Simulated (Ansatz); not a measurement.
The system is Pd.

```
Pd
1.0
    -1.57228    1.57228    1.57228
     1.57228   -1.57228    1.57228
     1.57228    1.57228   -1.57228
Pd
1
Direct
  0.00000 0.00000 0.00000
```

This isn't the form of Pd at room conditions, which is fcc.

```yaml
Program: Ansatz 0.2.0
Task: relaxation of cell and atoms
Functional: HSE03
Potentials_or_basis: Ansatz PAW
Cutoff: "420 eV (not typed: the program's choice for these potentials)"
k_mesh: 6 × 6 × 6
Occupations: fermi-dirac, width 0.05 eV
Spin: no spin polarisation
```

At the start: volume 15.55 Å³/atom.

Question: How do energy, volume and symmetry change on relaxing?

Answer: It ends after 7 steps and the volume is 14.95 Å³/atom (-3.8 %); space group Im-3m (No. 229, to 0.05 Å).

Step by step:
| step | energy change (eV) | largest force (eV/Å) | volume (Å³) |
| --- | --- | --- | --- |
| 1 | 0.0000 | 0.0000 | 15.55 |
| 2 | -0.0070 | 0.0000 | 14.53 |
| 3 | -0.0130 | 0.0000 | 14.99 |
| 4 | -0.0131 | 0.0000 | 14.95 |
| 5 | -0.0118 | 0.0000 | 14.95 |
| 6 | -0.0118 | 0.0000 | 14.95 |
| 7 | -0.0118 | 0.0000 | 14.95 |

Final structure:
```
CELL_PARAMETERS angstrom
-1.55193 1.55193 1.55193
1.55193 -1.55193 1.55193
1.55193 1.55193 -1.55193
ATOMIC_POSITIONS crystal
Pd 0.00000 0.00000 0.00000
```

Caveat: the k mesh is coarse (spacing up to 0.47 Å⁻¹), so the values aren't converged, least of all with exact exchange; the plane-wave basis is chosen anew once the cell has moved, so the energies of steps on either side of that aren't comparable; the PAW data sets come from PBE, with cores solved anew for the run's functional, which leaves a small shift of forces and pressure.
